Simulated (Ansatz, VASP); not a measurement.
BN: VASP beside Ansatz

File INCAR:

```
PREC = Accurate ; ENCUT = 520
EDIFF = 1E-7 ; ISMEAR = 0
SIGMA = 0.05 ; LREAL = F
LASPH = T ; NELM = 100
ALGO = Fast ; ISIF = 2
LWAVE = F ; LCHARG = F
GGA = CA ; NBANDS = 11
```

KPOINTS

```
Automatic mesh
0
Gamma
  12 12 12
```

POSCAR

```
BN
1.0
    0.0000000000      3.4389299082      2.2377055828
    1.2314409547      0.0000000000      2.2377055828
    1.2314409547      3.4389299082      0.0000000000
B N
1 1
Direct
    0.0000486500      0.0000486500      0.9999513500
    0.6666513400      0.6666513400      0.3333486600
```

Input for Ansatz:

```yaml
crystal:
  lattice:
    - [0.0, 3.4389299082, 2.2377055828]
    - [1.2314409547, 0.0, 2.2377055828]
    - [1.2314409547, 3.4389299082, 0.0]
  atoms:
    - { symbol: B, position: [4.865e-05, 4.865e-05, 0.99995135] }
    - { symbol: "N", position: [0.66665134, 0.66665134, 0.33334866] }
basis:
  ecutwfc: 420
kpoints:
  mp_grid: { grid: [12, 12, 12] }
hamiltonian:
  xc: lda
scf:
  occupations: { method: gaussian, width: 0.05 }
output:
  forces: true
  stress: true
  eigenvalues: true
```

Alike in both runs: task single point; functional LDA; k mesh 12 × 12 × 12; occupations gaussian, width 0.05 eV; no spin polarisation.

```csv
,VASP,Ansatz
version,VASP 6.6.1,Ansatz 0.2.0
potentials or method,"VASP PAW LDA potentials, release 64 (B, N)","scalar-relativistic, plane waves, PAW"
plane-wave cutoff (eV),520,420
valence electrons in the cell,8,8
```

```csv
,VASP,Ansatz,Ansatz less VASP
gap on the k mesh at the Fermi level (eV),3.32,3.33,+0.015
least direct gap on the mesh (eV),4.41,4.42,+0.009
pressure (GPa),-8.7,-9.1,-0.41
largest component of the traceless stress (GPa),20.65,20.89,+0.241
rms of the force components (eV/Å),0.249,0.246,-0.0022
```

Atom by atom the forces differ by 0.002 eV/Å (rms over components).

A k mesh can miss the band edges. A hybrid or GW would open this gap; LDA tends to underestimate it.
